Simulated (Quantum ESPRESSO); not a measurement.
Crystal: SnSe.

```xyz
2
Lattice="0.0000 3.0100 3.0100 3.0100 0.0000 3.0100 3.0100 3.0100 0.0000" Properties=species:S:1:pos:R:3 pbc="T T T"
Sn    0.0000    0.0000    0.0000
Se    3.0100    3.0100    3.0100
```

Measurements of this composition are mostly on another form, of space group No. 62.

Base run:

| Property | Result |
| --- | --- |
| Program | Quantum ESPRESSO 7.5 |
| Functional | HLE16 |
| Potentials or basis | SG15 PBE 1.2 |
| Cutoff | 952 eV |
| Density cutoff | 3810 eV |
| k mesh | 8 × 8 × 8 |
| Occupations | fermi-dirac, width 0.05 eV |
| Spin | no spin polarisation |

Its results: pressure -5.3 GPa.

Task: After a change of settings the same cell gave: pressure -1.3 GPa. Which change was it?
A. functional from HLE16 to AM05
B. functional from HLE16 to RPBE
C. functional from HLE16 to rPW86PBE; dispersion from none to rVV10
D. functional from HLE16 to PBE; k mesh from 8 × 8 × 8 to 5 × 5 × 5

Result: A.

Caveats: the potentials were made for another functional, which shifts forces and pressure; the potentials were made for a functional far from this one (some runs).
